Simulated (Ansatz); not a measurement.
# Te in Ansatz: convergence with k mesh

Input of the first run (k mesh 3 × 3 × 2); the others differ in this setting and in those tied to it:

Contents of input.yaml:

```yaml
crystal:
  lattice:
    - [-2.9577914636, 3.8759656627, 1.5351528885]
    - [2.9577914636, -3.8759656627, 1.5351528885]
    - [2.9577914636, 3.8759656627, -1.5351528885]
  atoms:
    - { symbol: Te, position: [0.007236, 0.739905, 0.256656] }
    - { symbol: Te, position: [0.983746, 0.242291, 0.759556] }
hamiltonian:
  xc: lda
  pseudopotentials: { kind: paw }
kpoints:
  mp_grid: { grid: [3, 3, 2] }
scf:
  occupations: { method: methfessel_paxton, width: 0.05 }
output:
  forces: true
  stress: true
  eigenvalues: true
```

Potentials or basis: Ansatz PAW.

Launch:

```bash
$ ansatz run input.yaml --threads 2 --pin off --max-ram 5632MiB --backend cpu --events-out ev --progress --plain --runs-dir out
```

The cell isn't the ideal one: atoms moved at random, drawn with an rms of 0.05 Å.

This isn't the form of Te at room conditions, which is trigonal, of chains.

Hardware: 2 threads of Arm Neoverse V2, on a shared host.

Q: The values tried are 3 × 3 × 2, 4 × 4 × 2, 5 × 5 × 3, 5 × 6 × 3, 7 × 7 × 4, 8 × 9 × 5, 11 × 11 × 7, 13 × 13 × 8, 15 × 16 × 9, loosest first. From which on does the pressure stay within 0.1 GPa of the tightest run that finished?

A: From 8 × 9 × 5 on.

```csv
k mesh,"energy less the tightest run, at zero smearing (meV/atom)",pressure (GPa),largest force (eV/Å),SCF cycles,CPU time (s),peak memory (GiB)
3 × 3 × 2,-297.03,-2.41,0.260,6,0.88,0.28
4 × 4 × 2,48.30,-2.29,0.280,7,1.4,0.3
5 × 5 × 3,76.27,-2.39,0.276,6,2.4,0.33
5 × 6 × 3,23.45,-1.90,0.049,7,2.8,0.34
7 × 7 × 4,-3.82,-2.06,0.229,6,5.7,0.38
8 × 9 × 5,-1.20,-2.17,0.079,6,9.6,0.45
11 × 11 × 7,-3.55,-2.21,0.032,6,22,0.67
13 × 13 × 8,10.29,-2.19,0.126,6,36,0.87
15 × 16 × 9,0.00,-2.17,0.063,6,57,1.2
```

Not settled before the last step: the energy (to 1 meV/atom), the largest force (to 0.005 eV/Å). Meshes of other sizes hit other points, so gaps and Fermi surfaces needn't settle smoothly. The tightest run that finished is the yardstick and may itself not be fully converged.

Caveat, for the tightest run too: the PAW data sets come from PBE, with cores solved anew for the run's functional, which leaves a small shift of forces and pressure. Spin-orbit coupling is left out, which matters for the levels of Te.
